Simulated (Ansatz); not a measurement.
# TaN: frozen-core PAW against all-electron methods

```xyz
2
Lattice="2.9674 0.0000 0.0000 -1.4837 2.5698 0.0000 0.0000 0.0000 2.8830" Properties=species:S:1:pos:R:3 pbc="T T T"
Ta    0.0000    1.7132    1.4415
N     0.0000    0.0000    0.0000
```

Atom numbers follow the list: Ta1, N2.

The cell is COD entry 1538016, as deposited and not checked against the literature; nothing was relaxed. The listed cell was then made from it by scaling, straining or moving an atom.

No spin–orbit coupling, which matters for the heavy atoms here.

Methods: DFT, PBE, PAW with Ansatz's default frozen-core files, scalar-relativistic (Ansatz 0.2.0); DFT, PBE, all-electron LAPW, scalar-relativistic (Ansatz 0.2.0).

For PAW: a Γ-centred 12×12×10 k mesh, Fermi–Dirac smearing of 0.02 eV, cutoff 420 eV, no spin polarisation. LAPW targets a basis error of 0.5 meV/atom. The Ansatz runs share mesh, smearing and spin set-up. Plane-wave (PAW) pressures include the program's estimate of the Pulay term.

Stress and pressure are positive in compression.

The change that made this cell: equal xx and yy strain of +1 %.

PAW results:

| quantity | PAW |
| --- | --- |
| pressure (GPa) | -1.88 |
| stress xx (GPa) | -4.03 |
| stress zz (GPa) | 2.42 |

(1) What does all-electron LAPW give for the same quantities?

Answers

(1) 
```
       quantity   LAPW
 pressure (GPa)  -1.67
stress xx (GPa)  -3.82
stress zz (GPa)   2.64
```
